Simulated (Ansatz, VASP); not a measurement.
## One calculation of KBr, two programs

```xyz
2
Lattice="4.0435 0.0000 0.0000 0.0000 4.0435 0.0000 0.0000 0.0000 4.0435" Properties=species:S:1:pos:R:3 pbc="T T T"
K     0.0000    0.0000    0.0000
Br    2.0217    2.0217    2.0217
```

Measurements of this composition are mostly on another form, of space group No. 225.

Alike in both runs: task single point; functional PBE; k mesh 6 × 6 × 6; occupations gaussian, width 0.05 eV; no spin polarisation.

|  | VASP | Ansatz |
| --- | --- | --- |
| version | VASP 6.6.1 | Ansatz 0.2.0 |
| potentials or method | VASP PAW PBE potentials, release 64 (K_sv, Br) | scalar-relativistic, plane waves, PAW |
| plane-wave cutoff (eV) | 520 | 420 |
| valence electrons in the cell | 16 | 16 |

```csv
,VASP,Ansatz,Ansatz less VASP
gap on the k mesh at the Fermi level (eV),3.86,3.86,+0.001
least direct gap on the mesh (eV),4.12,4.12,0.000
pressure (GPa),0.0,0.0,-0.03
```

With one functional, cell and mesh, what is left measures potentials, basis and numerics.

A k mesh can miss the band edges. As with any semilocal functional, this PBE gap is likely too small.
